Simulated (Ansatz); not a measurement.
The system is TiO2.

```xyz
6
Lattice="2.7060 -2.7067 0.0000 2.7060 2.7067 0.0000 -2.6335 0.0000 4.7966" Properties=species:S:1:pos:R:3 pbc="T T T"
Ti    0.7309   -1.9807    3.5975
Ti    2.0477    1.9807    1.1992
O     0.6963    0.6563    0.8018
O     2.0823   -0.6563    3.9949
O     3.3990    0.6563    1.5966
O    -0.6205   -0.6563    3.2001
```

The cell is a database's computed one.

A run of Ansatz 0.2.0 on this cell left the log below. Logs are shortened: lines on timing, memory, paths and dates and some standing lists are left out, and cuts for length are marked.

```text
Warning: RAYON_NUM_THREADS=4 ignored (pool sized by the plan → 4); use --threads N
LAPW: plane waves up to 10.032 Å⁻¹, error target 2.0e-3 eV per atom; small_component_spin mean_spin; O in spheres of 0.899 Å, 8 of its electrons in bands, Dirac shells []; Ti in spheres of 1.035 Å, 20 of its electrons in bands, Dirac shells [] (how accurate: hamiltonian.pseudopotentials.lapw.basis_error, Limitations)
Engine: ansatz 0.2.0, x86_64-unknown-linux-gnu
Pseudopotentials: kind: all_electron
Pseudopotential: Ti, LAPW, valence charge 20, lapw/all_electron/scalar/gaussian/Ti, Koelling and Harmon's equation, gaussian nucleus
Pseudopotential: O, LAPW, valence charge 8, lapw/all_electron/scalar/gaussian/O, Koelling and Harmon's equation, gaussian nucleus
Functional definition: SPW92
  exchange = slater_x
  correlation = pw_c
Crystal: 6 atoms, lattice volume = 70.264 Å³
Basis set: ecut = 383.40311999047543 eV, 1213 PW (Γ), exchange–correlation at level 2
Bands: 44, of which v1, the nominal top of the filled ones, is band 36 counted from 1 (35 counted from 0)
Symmetry: 4 space group operations
Space group: C2/c (ITA 15), of the structure as read, at distance tolerance 4.1e-5 Å
[... 23 lines left out ...]
SCF 1 converged in 12 iterations: F = -54521.779567 eV  dr2 = 5.30e-9
NSCF: frozen V_eff on 25 k-points
SCF converged after 12 iterations
Free energy (F): -54521.779567 eV
Harris-Foulkes:  -54521.779567 eV  (|F-HF|=1.07e-8)
Internal energy: -54521.779567 eV  (E = F + TS)
E sigma→0 (E₀):  -54521.779567 eV
Fermi energy:    7.822049 eV
--- Per-component energies (eV) ---
  E_band       = -11684.457731
  E_kinetic    = 54899.240651
  E_xc         = -3071.884721
  E_electrostatic = -106349.135496  (all electrons and nuclei)
  E_smearing   = -0.000000  (= −TS)
  E_closure    = 0.000000  (closes the sum)
  E_atoms      = -54464.972173  (free atoms, spherical and without spin; not in F)
  Σ components = -54521.779567   (vs F -54521.779567, Δ=0.00e0)
  Basis errors (estimates in eV, not in F): energy 8.8e-4 per atom: plane waves 7.9e-4 (4.9e-4 summed), levels above the bands 1.9e-38, relativity 1.1e-8, radial functions 8.8e-5, core shells 1.8e-12; eigenvalues (radial functions only) 2.9e-6; not estimated: angular momenta, meshes, grids; target (lapw.basis_error) 2.0e-3; muffin-tin radii O 0.899 Å, Ti 1.035 Å
--- Forces (eV/Å), atoms counted from 1 ---
  atom   1  Ti     0.00000000    -0.05047933     0.00000000
  atom   2  Ti     0.00000000     0.05047933     0.00000000
  atom   3  O      0.02142154     0.05572142    -0.33602615
  atom   4  O     -0.02142154    -0.05572142     0.33602615
  atom   5  O     -0.02142154     0.05572142     0.33602615
  atom   6  O      0.02142154    -0.05572142    -0.33602615
  max |Σ_I F_I| component: 1.11e-16 eV/Å
--- Stress (GPa, compression-positive) ---
      -12.813012       0.000000      -0.479572
        0.000000     -12.843977       0.000000
       -0.479572       0.000000     -12.609351
  P = ⅓ Tr σ = -12.7554 GPa (-127.554 kbar)
--- Band table (eV; the first three rows and the last of 114) ---
  k-point 0: bands = ["-522.7451", "-522.7451", "-493.3202", "-493.3202", "-493.3202", "-493.3202", "-431.1613", "-431.1613", "-431.1511", "-431.1511", "-431.1498", "-431.1498", "-49.0485", "-48.9921", "-25.8166", "-25.5920", "-25.5918", "-25.5272", "-25.5254", "-25.4464", "-10.4620", "-9.4376", "-9.3066", "-8.9704", "2.9409", "3.0196", "3.0389", "3.4009", "4.7285", "4.7447", "4.7963", "5.9788", "6.0089", "6.0597", "6.3332", "6.3390", "8.7489", "9.4888", "10.5305", "10.5389", "10.5947", "10.6066", "11.6319", "11.9022"]
  k-point 1: bands = ["-522.7451", "-522.7451", "-493.3202", "-493.3202", "-493.3202", "-493.3202", "-431.1613", "-431.1613", "-431.1511", "-431.1511", "-431.1498", "-431.1498", "-49.0448", "-48.9959", "-25.7927", "-25.5987", "-25.5986", "-25.5207", "-25.5187", "-25.4714", "-10.3836", "-9.4463", "-9.3487", "-9.0103", "3.0035", "3.0406", "3.0791", "3.2774", "4.7451", "4.7542", "5.0145", "5.8110", "5.8383", "5.8758", "6.4672", "6.4705", "8.7950", "9.4355", "10.4409", "10.4534", "10.6894", "10.6959", "11.5504", "11.8391"]
  k-point 2: bands = ["-522.7451", "-522.7451", "-493.3202", "-493.3202", "-493.3202", "-493.3202", "-431.1613", "-431.1613", "-431.1511", "-431.1511", "-431.1498", "-431.1498", "-49.0345", "-49.0062", "-25.7269", "-25.6100", "-25.6091", "-25.5428", "-25.5078", "-25.5069", "-10.1704", "-9.6072", "-9.3253", "-9.1111", "3.0735", "3.0848", "3.1598", "3.1857", "4.7682", "4.7756", "5.3291", "5.5443", "5.6172", "5.6263", "6.6050", "6.6067", "8.9235", "9.2929", "10.3766", "10.3858", "10.7689", "10.7725", "11.4659", "11.7141"]
  k-point 113: bands = ["-522.7451", "-522.7451", "-493.3202", "-493.3202", "-493.3202", "-493.3202", "-431.1613", "-431.1613", "-431.1511", "-431.1511", "-431.1498", "-431.1498", "-49.0164", "-49.0164", "-25.7738", "-25.7738", "-25.6331", "-25.6331", "-25.4798", "-25.4798", "-9.1187", "-9.1187", "-8.7965", "-8.7965", "2.3777", "2.3777", "2.6487", "2.6487", "3.0574", "3.0574", "4.1964", "4.1964", "4.7347", "4.7347", "6.7575", "6.7575", "9.9677", "9.9677", "10.4376", "10.4376", "11.4701", "11.4701", "13.1025", "13.1025"]
```

Task: Write the input and the command behind it.

Result: Band structure with LDA, no spin polarisation. The files as run (others can give the same):

input.yaml
```yaml
crystal:
  lattice:
    - [2.706034, -2.706655, 0.0]
    - [2.706034, 2.706655, 0.0]
    - [-2.633531, 0.0, 4.796637]
  atoms:
    - { symbol: Ti, position: [0.86589, 0.13411, 0.75] }
    - { symbol: Ti, position: [0.13411, 0.86589, 0.25] }
    - { symbol: O, position: [0.088755, 0.331221, 0.167149] }
    - { symbol: O, position: [0.911245, 0.668779, 0.832851] }
    - { symbol: O, position: [0.668779, 0.911245, 0.332851] }
    - { symbol: O, position: [0.331221, 0.088755, 0.667149] }
kpoints:
  mp_grid: { grid: [8, 8, 6] }
  band_path:
    path:
      - [0.0, 0.0, 0.0]
      - [-0.4612513445, -0.4612513445, 0.0808612034]
      - [-0.5021272409, -0.5021272409, 0.252610114]
      - [-0.5, -0.5, 0.5]
      - [-0.5794315881, -0.4205684119, 0.5]
    npoints: 6
scf:
  occupations: { method: fermi_dirac, width: 0.05 }
hamiltonian:
  xc: lda
  pseudopotentials: { kind: all_electron, lapw: { basis_error: 0.002 } }
output:
  forces: true
  stress: true
  eigenvalues: true
```

Potentials or basis: all-electron LAPW, scalar-relativistic.
Command:
```console
$ ansatz run input.yaml --threads 4 --pin off --max-ram 12288MiB --backend cpu --events-out ev --progress --plain --runs-dir out
```
